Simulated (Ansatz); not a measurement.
SiO2: the gap under strain

SiO2, P4_32_12, a = 4.982 Å, c = 6.921 Å. This isn't the usual stable structure of the compound. Ansatz: r2SCAN, PAW, 500 eV, Γ-centred 6×6×4 mesh on 12 atoms, Gaussian smearing 0.02 eV; no spin polarisation. Series: equal strain along all axes, cell held, atoms relaxed; x is the strain in per cent. The gap is sought over the whole zone.

| x (%) | gap y (eV) |
| --- | --- |
| -3.0 | 6.544 |
| -1.5 | ? |
| 0.0 | 6.345 |
| 1.5 | 6.248 |
| 3.0 | 6.157 |

**Question.** Fit y = E0 + c1 x + c2 x² to the other rows, give the deformation potential for this strain, and predict the missing gap.

**Answer.** Least squares on the rows shown. y = 6.3443 − 0.064579 x + 0.00067677 x². The deformation potential is 100 c1 = -6.46 eV per unit strain of each axis, or a third of that, -2.15 eV, as the usual dE_g/d ln V. At x = -1.5 the fit asked for gives 6.443 eV. The run gave 6.445 eV, so the fit is 0.002 eV too low, a small miss on the scale of the series.

Semilocal functionals give gaps under the measured ones; changes of the gap mostly carry over better.

Cost: 5 runs of about 17 core-minutes in all, on Arm Neoverse V2 (shared hosts).